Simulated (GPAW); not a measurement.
# WC (Cmmm) in GPAW: convergence with smearing function

Aim: find how far smearing function must go before the results for WC settle, at LDA. This setting moves, with any that are tied to it; all else stays.

Program: GPAW 26.7.0. These are calculated values, not measurements. Logs are shortened: lines on timing, memory, paths and dates and some standing lists are left out, and cuts for length are marked. The log counts tension as positive stress, the text compression.

### 1 The structure

It takes space group Cmmm (No. 65, orthorhombic). The conventional cell has a = 3.281 Å, b = 4.236 Å, c = 4.309 Å, α = 90.00°, β = 90.00°, γ = 90.00°. W (site symmetry mmm) has 4 W at 2.68 Å and 8 C at 2.71 to 3.02 Å as nearest neighbours. Around C (site symmetry mmm) lie 4 C at 2.68 Å and 8 W at 2.71 to 3.02 Å.

The cell was built by a generator and needn't be a form met in nature.

### 2 With smearing function fermi-dirac

The input, run.py:

```python
from ase.dft.bandgap import bandgap
from ase.io import read, write
from ase.units import GPa
from gpaw import GPAW, PW

atoms = read('POSCAR')

calc = GPAW(mode=PW(800),
            xc='LDA',
            kpts={'size': (8, 8, 5), 'gamma': True},
            occupations={'name': 'fermi-dirac', 'width': 0.1},
            nbands=19,
            convergence={'density': 1e-05, 'energy': 1e-05},
            maxiter=100,
            txt='gpaw.txt')
atoms.calc = calc
energy = atoms.get_potential_energy()
forces = atoms.get_forces()
stress = atoms.get_stress()
calc.write('gs.gpw')
write('result.traj', atoms)
print(f'Energy: {energy:.6f} eV')
print('Forces (eV/A):')
print(forces.round(4))
print('Stress (GPa):', (stress / GPa).round(3))
print('Fermi level:', round(calc.get_fermi_level(), 4), 'eV')
print(f'Gap: {bandgap(calc)[0]:.4f} eV, direct: {bandgap(calc, direct=True)[0]:.4f} eV')
```

The input, POSCAR:

```
WC
1.0
    1.6403461100     -2.1180379000      0.0000000000
    1.6403461100      2.1180379000      0.0000000000
    0.0000000000      0.0000000000      4.3094211000
W C
1 1
Direct
    0.5000000000      0.5000000000      0.5000000000
    0.0000000000      0.0000000000      0.0000000000
```

Potentials or basis: the program's PAW data sets (release 1.2.1) made for this functional, pw.

Command:

```bash
$ OMP_NUM_THREADS=1 python run.py
```

Wall time 34 s (1 thread of Arm Neoverse V1, shared host); peak memory 0.18 GiB.

It converged, with:

```yaml
Free_energy: -17.0662 eV
Pressure: -40.9 GPa
Band_gap_on_the_k_mesh: none (metal or under the smearing width)
```

### 3 With smearing function gaussian

run.py: that of step 2 with these lines changed.

```diff
@@ -10,3 +10,3 @@
             kpts={'size': (8, 8, 5), 'gamma': True},
-            occupations={'name': 'fermi-dirac', 'width': 0.1},
+            occupations={'name': 'methfessel-paxton', 'order': 0, 'width': 0.1},
             nbands=19,
```

POSCAR is that of step 2.

Potentials or basis: the program's PAW data sets (release 1.2.1) made for this functional, pw.

Command:

```bash
$ OMP_NUM_THREADS=1 python run.py
```

It took 34 s on 1 thread of Arm Neoverse V1, shared host; peak memory 0.18 GiB.

The run converged. Its results:

```
Free energy            : -17.0394 eV
Pressure               : -40.9 GPa
Band gap on the k mesh : none (metal or under the smearing width)
```

### 4 With smearing function marzari-vanderbilt

run.py: that of step 3 with these lines changed.

```diff
@@ -10,3 +10,3 @@
             kpts={'size': (8, 8, 5), 'gamma': True},
-            occupations={'name': 'methfessel-paxton', 'order': 0, 'width': 0.1},
+            occupations={'name': 'marzari-vanderbilt', 'width': 0.1},
             nbands=19,
```

POSCAR is that of step 3.

Command:

```bash
$ OMP_NUM_THREADS=1 python run.py
```

Run time: 34 s. Hardware: 1 thread of Arm Neoverse V1, shared host; peak memory 0.18 GiB.

It converged, with:

| Item | Value |
| --- | --- |
| Free energy | -17.0330 eV |
| Pressure | -40.9 GPa |
| Band gap on the k mesh | none (metal or under the smearing width) |

### 5 With smearing function methfessel-paxton

run.py: that of step 4 with these lines changed.

```diff
@@ -10,3 +10,3 @@
             kpts={'size': (8, 8, 5), 'gamma': True},
-            occupations={'name': 'marzari-vanderbilt', 'width': 0.1},
+            occupations={'name': 'methfessel-paxton', 'width': 0.1, 'order': 1},
             nbands=19,
```

POSCAR is that of step 4.

Command:

```bash
$ OMP_NUM_THREADS=1 python run.py
```

It took 34 s on 1 thread of Arm Neoverse V1, shared host; peak memory 0.18 GiB.

It converged, with:

- Free energy: -17.0337 eV
- Pressure: -40.9 GPa
- Band gap on the k mesh: none (metal or under the smearing width)

### 6 With smearing function tetrahedron-method

run.py: that of step 5 with these lines changed.

```diff
@@ -10,3 +10,3 @@
             kpts={'size': (8, 8, 5), 'gamma': True},
-            occupations={'name': 'methfessel-paxton', 'width': 0.1, 'order': 1},
+            occupations={'name': 'tetrahedron-method'},
             nbands=19,
```

POSCAR is that of step 5.

Potentials or basis: the program's PAW data sets (release 1.2.1) made for this functional, pw.

Command:

```bash
$ OMP_NUM_THREADS=1 python run.py
```

It took 34 s on 1 thread of Arm Neoverse V1, shared host; peak memory 0.18 GiB.

Results (log left out):

* Free energy: -16.8826 eV
* Pressure: -40.0 GPa
* Band gap on the k mesh: none (metal or under the smearing width)

### 7 With smearing function improved-tetrahedron-method

run.py: that of step 6 with these lines changed.

```diff
@@ -10,3 +10,3 @@
             kpts={'size': (8, 8, 5), 'gamma': True},
-            occupations={'name': 'tetrahedron-method'},
+            occupations={'name': 'improved-tetrahedron-method'},
             nbands=19,
```

POSCAR is that of step 6.

Command:

```bash
$ OMP_NUM_THREADS=1 python run.py
```

Wall time 33 s (1 thread of Arm Neoverse V1, shared host); peak memory 0.18 GiB.

The run converged. Its results:

* Free energy: -17.0435 eV
* Pressure: -40.9 GPa
* Band gap on the k mesh: none (metal or under the smearing width)

### 8 With smearing function fixed

run.py: that of step 7 with these lines changed.

```diff
@@ -10,3 +10,3 @@
             kpts={'size': (8, 8, 5), 'gamma': True},
-            occupations={'name': 'improved-tetrahedron-method'},
+            occupations={'width': 0.0},
             nbands=19,
```

POSCAR is that of step 7.

Potentials or basis: the program's PAW data sets (release 1.2.1) made for this functional, pw.

Command:

```bash
$ OMP_NUM_THREADS=1 python run.py
```

gpaw.txt:

```text
__  _  _
 | _ |_)|_||  |
 |__||  | ||/\| - 26.7.0

Input parameters:
  mode=PW(ecut=800.0),
  convergence={'density': 1e-05, 'energy': 1e-05},
  kpts=MonkhorstPack(size=(8, 8, 5), gamma=True),
  maxiter=100,
  nbands=19,
  occupations=Occupations(width=0.0),
  xc=XC(name='LDA')

Diagonalizing LCAO Hamiltonian
Converting LCAO to pw mode

           W

       C

Atoms  # Å, Bohr magnetons
|   | symbol |        x |        y |        z |    initial magnetic moments |
|---|--------|----------|----------|----------|-----------------------------|
| 0 |      W | 1.640346 | 0.000000 | 2.154711 | ( 0.0000,  0.0000,  0.0000) |
| 1 |      C | 0.000000 | 0.000000 | 0.000000 | ( 0.0000,  0.0000,  0.0000) |

Unit cell  # Å
| periodic |        x |         y |        z |  lengths |     angles |
|----------|----------|-----------|----------|----------|------------|
|      yes | 1.640346 | -2.118038 | 0.000000 | 2.678959 |  90.000000 |
|      yes | 1.640346 |  2.118038 | 0.000000 | 2.678959 |  90.000000 |
|      yes | 0.000000 |  0.000000 | 4.309421 | 4.309421 | 104.486947 |

Number of symmetries: 8
Symmetry operations  # r_c * U_cc + t_c -> r_c
|   | kind |            matrix            |
|---|------|------------------------------|
| 0 |  E   |  1, 0, 0,  0, 1, 0,  0, 0, 1 |
| 1 |  σ   |  1, 0, 0,  0, 1, 0,  0, 0,-1 |
| 2 |  σ   |  0, 1, 0,  1, 0, 0,  0, 0, 1 |
| 3 |  C2  |  0, 1, 0,  1, 0, 0,  0, 0,-1 |
| 4 |  σ   |  0,-1, 0, -1, 0, 0,  0, 0, 1 |
| 5 |  C2  |  0,-1, 0, -1, 0, 0,  0, 0,-1 |
| 6 |  C2  | -1, 0, 0,  0,-1, 0,  0, 0, 1 |
| 7 |  i   | -1, 0, 0,  0,-1, 0,  0, 0,-1 |

BZ-sampling:
  Number of BZ points: 320
  Number of IBZ points: 63

  Monkhorst-Pack size: [8, 8, 5]
  Monkhorst-Pack shift: [0.0625, 0.0625, 0.0]

K-points  # in reciprocal-cell coordinates
|     |                                coordinates |     weight |
|-----|--------------------------------------------|------------|
|   0 | (  0.00000000,   0.00000000,   0.00000000) | 0.00312500 |
|   1 | (  0.00000000,   0.00000000,   0.20000000) | 0.00625000 |
|   2 | (  0.00000000,   0.00000000,   0.40000000) | 0.00625000 |
|   3 | (  0.12500000,  -0.12500000,   0.00000000) | 0.00625000 |
|   4 | (  0.12500000,  -0.12500000,   0.20000000) | 0.01250000 |
|   5 | (  0.12500000,  -0.12500000,   0.40000000) | 0.01250000 |
|   6 | (  0.12500000,   0.00000000,   0.00000000) | 0.01250000 |
|   7 | (  0.12500000,   0.00000000,   0.20000000) | 0.02500000 |
|   8 | (  0.12500000,   0.00000000,   0.40000000) | 0.02500000 |
|   9 | (  0.12500000,   0.12500000,   0.00000000) | 0.00625000 |
| ... |                                            |            |
|  62 | (  0.50000000,   0.50000000,   0.40000000) | 0.00625000 |

Plane wave coefficients: 1557
Cutoff: 800.0 eV

Spin-components: 1 (collinear spins)
Bands:           19
Projectors:      11
Spin-degeneracy: 2
Datatype:        complex128

Parallelization:
  kpt:    1
  domain: 1
  band:   1

Density:
  Valence electrons: 18.0
  Components: 1
  Grid points: [18 18 30]
  Charge: 0.0  # |e|

Potential:
  Grid points: [18 18 30]

species:
  W:
    name:    Tungsten
    Z:       74.0
    valence: 14
    core:    60
    charge:  0.0  # [|e|]
    compensation charges:
      type: gauss
      rc: 0.40  # [Å]
      lmax: 2
    cutoffs:
      filter: 2.36  # [Å]
      core: 3.02  # [Å]
    projectors
    | kind |    occ | energy [eV] | rcut [Å] |
    |------|--------|-------------|----------|
    |   5s |  2.000 |     -79.053 |    1.344 |
    |   6s |  2.000 |      -5.886 |    1.344 |
    |   5p |  6.000 |     -43.417 |    1.355 |
    |   6p |  0.000 |      -1.469 |    1.355 |
    |   5d |  4.000 |      -4.693 |    1.228 |
    |    d |        |      22.518 |    1.228 |

    Using partial waves for W as LCAO basis

  C:
    name:    Carbon
    Z:       6.0
    valence: 4
    core:    2
    charge:  0.0  # [|e|]
    compensation charges:
      type: gauss
      rc: 0.20  # [Å]
      lmax: 2
    cutoffs:
      filter: 1.14  # [Å]
      core: 1.14  # [Å]
    projectors
    | kind |    occ | energy [eV] | rcut [Å] |
    |------|--------|-------------|----------|
    |   2s |  2.000 |     -13.639 |    0.635 |
    |   2p |  2.000 |      -5.414 |    0.635 |
    |    s |        |      13.573 |    0.635 |
    |    p |        |      21.797 |    0.635 |
    |    d |        |       0.000 |    0.635 |

    Using partial waves for C as LCAO basis

Reference energy: -439534.908752  # eV

eigensolver:
  PPCG
  Converge bands: occupied
  niter=2

density mixing:
  MSR1-Mixer
  Pratt-step length: 0.05
  Maximum mixing coefficient: 0.75
  Old densities: 10
  SVD Regularization: 0.005
  Good broyden scale: 1.0
  Trust region scale: 1.0
  Backstep threshold: 4.0
  History deletion threshold: 6.0
  Fourier metric: weight=20.0, sigma=0.015

occupation numbers:
  # Zero width

poisson solver:
  ecut: 6400.0  # eV

xc functional:
  name: None

convergence criteria:
- Maximum integral of absolute [dens]ity change: 1e-05 electrons / valence electron
- Maximum [total energy] change in last 3 cyles: 1e-05 eV / valence electron
- Maximum integral of absolute [eigenst]ate change: 4e-08 eV^2 / valence electron
maximum number of iterations: 100

SCF iterations
|iter     | |      energy | eigst |  dens |
|---------|-|-------------|-------|-------|
|iter:   1| |  -17.455599 | -0.24 |       |
|iter:   2| |  -17.347721 | -2.84 | -1.10 |
|iter:   3| |  -17.104342 | -2.13 | -1.16 |
|iter:   4| |  -17.034003 | -2.38 | -1.42 |
|iter:   5| |  -17.032793 | -3.83 | -2.07 |
|iter:   6| |  -17.033041 | -4.65 | -2.36 |
|iter:   7| |  -17.033032 | -5.74 | -3.13 |
|iter:   8| |  -17.033033c| -7.20 | -3.87 |
|iter:   9| |  -17.033033c| -7.54c| -4.34 |
|iter:  10| |  -17.033033c| -8.36c| -5.02c|

Converged in 10 steps
Energy contributions relative to reference atoms: (reference = -439534.908752)

Energy contributions:
  Kinetic:         -19.179262
  Coulomb:          13.598641
  Zero:             -0.053757
  External:          0.000000
  Xc:              -11.398655
  Entropy:           0.000000
  Spinorbit:         0.000000
  ----------------------------
  Free energy:     -17.033033
  Extrapolated:    -17.033033

dipole moment: (-6.600483, -0.000000, -8.670201)  # |e|*Ang

Fermi level: 8.855
Eigenvalues  # (at kpt = [0.000, 0.000, 0.000])
| band index |      eig [eV] | occ [0-2] |
|------------|---------------|-----------|
|          0 |       -65.564 |     2.000 |
|          1 |       -30.108 |     2.000 |
|          2 |       -29.471 |     2.000 |
|          3 |       -29.193 |     2.000 |
|          4 |        -3.271 |     2.000 |
|          5 |         3.435 |     2.000 |
[... 8 lines left out ...]
|         14 |        20.414 |     0.000 |
|         15 |        23.640 |     0.000 |
|        ... |               |           |
|         18 |        27.217 |     0.000 |

No gap
No difference between direct/indirect transitions

Forces  # eV/Ang
|       x |       y |       z |
|---------|---------|---------|
| 0.00000 | 0.00000 | 0.00000 |  # W    0
| 0.00000 | 0.00000 | 0.00000 |  # C    1

Stress tensor  # eV/Ang^3
|        x |        y |        z |
|----------|----------|----------|
| 0.281679 | 0.000000 | 0.000000 |
| 0.000000 | 0.077082 | 0.000000 |
| 0.000000 | 0.000000 | 0.403980 |

# Writing to gs.gpw (mode='')
```

Run time: 33 s. Hardware: 1 thread of Arm Neoverse V1, shared host; peak memory 0.18 GiB.

Results:

```
Free energy            : -17.0330 eV
Pressure               : -40.7 GPa
Band gap on the k mesh : none (metal or under the smearing width)
```

### 9 Result

| smearing function | energy less the tightest run, at zero smearing (meV/atom) | pressure (GPa) | SCF cycles | CPU time (s) | peak memory (GiB) |
| --- | --- | --- | --- | --- | --- |
| fermi-dirac | -1.84 | -40.86 | 10 | 34 | 0.18 |
| gaussian | -0.37 | -40.88 | 10 | 34 | 0.18 |
| marzari-vanderbilt | 0.01 | -40.88 | 10 | 34 | 0.18 |
| methfessel-paxton | -0.12 | -40.86 | 10 | 34 | 0.18 |
| tetrahedron-method | 75.19 | -39.99 | 10 | 34 | 0.18 |
| improved-tetrahedron-method | -5.21 | -40.91 | 10 | 33 | 0.18 |
| fixed | 0.00 | -40.73 | 10 | 33 | 0.18 |

Not settled before the last step: the energy (to 1 meV/atom), the pressure (to 0.1 GPa). Narrower smearing needs a denser k mesh, so at a fixed mesh the narrowest width isn't the most accurate. The tightest run that finished is the yardstick and may itself not be fully converged.

Caveats: a pressure of tens of GPa on the cell as given is suspect, and the run, the potentials or the cell itself is likely at fault.
